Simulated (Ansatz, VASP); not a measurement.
Pd: VASP beside Ansatz

Contents of INCAR:

```
SYSTEM = Pd
ALGO = Normal ; EDIFF = 1E-7
ENCUT = 520 ; GGA = PE
ISIF = 2 ; ISMEAR = -1
LASPH = .TRUE. ; LCHARG = .FALSE.
LREAL = .FALSE. ; LWAVE = .FALSE.
NBANDS = 11 ; NELM = 80
PREC = Accurate ; SIGMA = 0.05
```

File KPOINTS:

```
k-points
0
G
  12 12 12
  0 0 0
```

POSCAR

```
Pd
1.0
   -1.5617284606      1.5617284606      1.5617284606
    1.5617284606     -1.5617284606      1.5617284606
    1.5617284606      1.5617284606     -1.5617284606
Pd
1
Direct
    0.0000000000      0.0000000000      0.0000000000
```

The input input.yaml:

```yaml
crystal:
  lattice:
    - [-1.5617284606, 1.5617284606, 1.5617284606]
    - [1.5617284606, -1.5617284606, 1.5617284606]
    - [1.5617284606, 1.5617284606, -1.5617284606]
  atoms:
    - { symbol: Pd, position: [0.0, 0.0, 0.0] }
hamiltonian:
  xc: pbe
  pseudopotentials: { kind: paw }
kpoints:
  mp_grid: { grid: [12, 12, 12] }
scf:
  occupations: { method: fermi_dirac, width: 0.05 }
output:
  forces: true
  stress: true
  eigenvalues: true
```

Change from the starting cell: volume scaled by 0.98.

Alike in both runs: task single point; functional PBE; k mesh 12 × 12 × 12; occupations fermi-dirac, width 0.05 eV; no spin polarisation.

```csv
,VASP,Ansatz
version,VASP 6.6.1,Ansatz 0.2.0
potentials or method,"VASP PAW PBE potentials, release 64 (Pd)",Ansatz PAW
plane-wave cutoff (eV),520,420
valence electrons in the cell,10,18
```

```tsv
	VASP	Ansatz	Ansatz less VASP
gap on the k mesh at the Fermi level (eV)	none	none	-
pressure (GPa)	1.9	2.3	+0.33
```

A gap of «none» marks a metal or a gap that the smearing closes. The two sets of potentials don't hold the same shells in valence.
